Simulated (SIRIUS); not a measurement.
# Tc in SIRIUS: convergence with radial points in a sphere

Tc:

```xyz
2
Lattice="2.7400 0.0000 0.0000 -1.3700 2.3729 0.0000 0.0000 0.0000 4.3980" Properties=species:S:1:pos:R:3 pbc="T T T"
Tc    1.3700    0.7910    3.2985
Tc    0.0000    1.5819    1.0995
```

* Program: SIRIUS 7.12.0
* Task: convergence study
* Functional: LDA
* Potentials or basis: all-electron FP-LAPW
* Cutoff: 166 eV
* Basis: apw+lo standard
* k mesh: 11 × 11 × 6
* Occupations: fermi-dirac, width 0.05 eV
* Spin: no spin polarisation

These are the settings of the first run; the series varies radial points in a sphere, with any setting tied to it.

Hardware: 1 thread of Arm Neoverse V2, with other jobs on the host.

Q: The values tried are 200, 300, 450, 700, 1000, 1500, loosest first. From which on does the energy stay within 1 meV/atom of the tightest run that finished?

A: From 700 on.

```
radial points in a sphere  energy less the tightest run, at zero smearing (meV/atom)  SCF cycles  CPU time (s)  peak memory (GiB)
                      200                                                     -20.91           6            23               0.32
                      300                                                      -5.05           6            24               0.33
                      450                                                      -1.10           6            26               0.35
                      700                                                      -0.19           6            29               0.39
                     1000                                                      -0.04           6            34               0.43
                     1500                                                       0.00           6            40               0.51
```

The tightest run that finished is the yardstick and may itself not be fully converged.
